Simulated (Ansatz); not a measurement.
# BeTe and its competing phases

Computed with DFT PBE, scalar-relativistic, plane waves, PAW in Ansatz 0.2.0. Settings: cutoff 420 eV, Γ-centred meshes spaced at most about 0.3 Å⁻¹ (2π included), Gaussian smearing. No spin polarisation.

Formation energies are uncorrected and refer to the elements' standard structures at the same level.

These are static total energies at zero pressure. Weakly bound directions are ill-defined at this level, which has no dispersion term (P4_2/mbc), and this can change margins and order among such cells. Spin–orbit coupling, which can matter for Te, is left out. The reference form of Te is held partly by dispersion forces, which this level lacks.

The competitors are the elements and 1 reference phase of this chemical system (from databases or known types: BeTe), relaxed at the same level; other known phases may be missing.

The candidate was reached from: 4-connected net, two elements alternating.

```yaml
crystal:
  lattice:
    - [11.88374, 0.00000, 0.00000]
    - [0.00000, 11.88374, 0.00000]
    - [0.00000, 0.00000, 3.93477]
  atoms:
    - { symbol: Be, position: [0.57928, 0.63647, 0.00000] }
    - { symbol: Be, position: [0.86353, 0.92072, 0.50000] }
    - { symbol: Be, position: [0.42072, 0.36353, 0.00000] }
    - { symbol: Be, position: [0.13647, 0.07928, 0.50000] }
    - { symbol: Be, position: [0.63647, 0.42072, 0.50000] }
    - { symbol: Be, position: [0.92072, 0.13647, 0.00000] }
    - { symbol: Be, position: [0.36353, 0.57928, 0.50000] }
    - { symbol: Be, position: [0.07928, 0.86353, 0.00000] }
    - { symbol: Te, position: [0.00324, 0.77920, 0.50000] }
    - { symbol: Te, position: [0.27920, 0.50324, 0.00000] }
    - { symbol: Te, position: [0.99676, 0.22080, 0.50000] }
    - { symbol: Te, position: [0.72080, 0.49676, 0.00000] }
    - { symbol: Te, position: [0.22080, 0.00324, 0.00000] }
    - { symbol: Te, position: [0.49676, 0.27920, 0.50000] }
    - { symbol: Te, position: [0.77920, 0.99676, 0.00000] }
    - { symbol: Te, position: [0.50324, 0.72080, 0.50000] }
```

Question: Where does it stand against these competitors?

Answer: Not the lowest form: another structure of the same formula lies lower. Its formation energy is -0.144 eV/atom. The lowest competing phase at this composition is this:

| phase | space group | source | share of atoms | ΔE_f (eV/atom) |
| --- | --- | --- | --- | --- |
| BeTe | F-43m (No. 216) | COD | 1.0000 | -0.361 |

The candidate lies 0.22 eV/atom above this phase. The candidate matches no cell in the subsets of the Crystallography Open Database and the Materials Project at hand. A phase this far over the hull is unlikely to be made.
